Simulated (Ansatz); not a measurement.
The system is SiC.

```
Si C
1.0
     3.07569    0.00000    0.00000
    -1.53785    2.66363    0.00000
     0.00000    0.00000   10.07065
Si C
4 4
Direct
  0.00000 0.00000 0.18789
  0.00000 0.00000 0.68789
  0.33333 0.66667 0.43784
  0.66667 0.33333 0.93784
  0.00000 0.00000 0.00046
  0.00000 0.00000 0.50046
  0.33333 0.66667 0.24980
  0.66667 0.33333 0.74980
```

The cell is a database's computed one.

Base run:

```yaml
Program: Ansatz 0.2.0
Functional: BLYP
Potentials_or_basis: Ansatz PAW
Cutoff: "420 eV (not typed: the program's choice for these potentials)"
k_mesh: 10 × 10 × 3
Occupations: fermi-dirac, width 0.05 eV
Spin: no spin polarisation
```

Its results: band gap on the k mesh 2.53 eV, indirect (least direct gap 3.64 eV); pressure 8.5 GPa; largest force 0.012 eV/Å.

Question: The run is repeated on the same cell with these changes: functional from BLYP to PBEsol. What comes out?

Answer: Band gap on the k mesh 2.12 eV, indirect (least direct gap 3.24 eV); pressure 0.5 GPa; largest force 0.005 eV/Å.

PBEsol binds more tightly than BLYP, so the same cell stands under less pressure.

Caveats: the PAW data sets come from PBE, with cores solved anew for the run's functional, which leaves a small shift of forces and pressure.
